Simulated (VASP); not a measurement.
Cr, 1 atom in the cell. It takes space group Im-3m (No. 229, cubic). The conventional cell has a = 2.844 Å, b = 2.844 Å, c = 2.844 Å, α = 90.00°, β = 90.00°, γ = 90.00°. Cr (site symmetry m-3m) is surrounded by 8 Cr at 2.46 Å.  The cell isn't the ideal one: Mo replaced by Cr, lengths x 0.942, strained and moved within the space group.

```yaml
Program: VASP 6.6.1
Task: single point
Functional: PBE
Potentials_or_basis: VASP PAW PBE potentials, release 64 (Cr_pv)
Cutoff: 520 eV
k_mesh: 8 × 8 × 8
Occupations: gaussian, width 0.1 eV
Spin: collinear spin, typed start
Starting_moments: "[3.0] μB"
Dipole_correction: no
Further_INCAR_settings: ALGO = Normal; EDIFF = 1e-07; NBANDS = 16
```

Potentials or basis: VASP PAW PBE potentials, release 64 (Cr_pv).

Run with:

```console
$ cat potpaw_PBE.64/Cr_pv/POTCAR > POTCAR
$ mpirun -np 1 vasp_std > vasp.out
```

Hardware: 1 thread of AMD EPYC 7R43 64-Core Processor (Zen 3) (shared host).

Problem. Estimate the wall time of this run.

Solution. Run time: 15 s on 1 thread of AMD EPYC 7R43 64-Core Processor (Zen 3), with other jobs on the host, peak memory 0.09 GiB. Counts: scf iterations 15, k points 29.
